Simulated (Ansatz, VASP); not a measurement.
PbSe (Clausthalite) in VASP and in Ansatz

```xyz
2
Lattice="0.0000 3.0606 3.0606 3.0606 0.0000 3.0606 3.0606 3.0606 0.0000" Properties=species:S:1:pos:R:3 pbc="T T T"
Pb    0.0000    0.0000    0.0000
Se    3.0606    3.0606    3.0606
```

Alike in both runs: task relaxation of cell and atoms; functional BLYP; dispersion D3(BJ); k mesh 8 × 8 × 8; occupations fermi-dirac, width 0.05 eV; no spin polarisation.

|  | VASP | Ansatz |
| --- | --- | --- |
| version | VASP 6.6.1 | Ansatz 0.2.0 |
| potentials or method | VASP PAW PBE potentials, release 64 (Pb_d, Se), cutoff 600 eV | all-electron LAPW, scalar-relativistic |

Ansatz gave:

- relaxed volume (Å³/atom): 29.20
- relaxed cell length with the largest relative difference (Å): 4.355
- energy change over the relaxation (meV/atom): -2

Problem. Estimate VASP's values.

Solution. Relaxed volume (Å³/atom): 29.31; relaxed cell length with the largest relative difference (Å): 4.360; energy change over the relaxation (meV/atom): -2.

Ansatz ran all-electron here, so the differences hold the error of VASP's frozen core and of both bases.

Caveats: the PAW data sets were made with another functional, which shifts forces and pressure a little (VASP). Zero-point motion and thermal expansion aren't in these numbers.
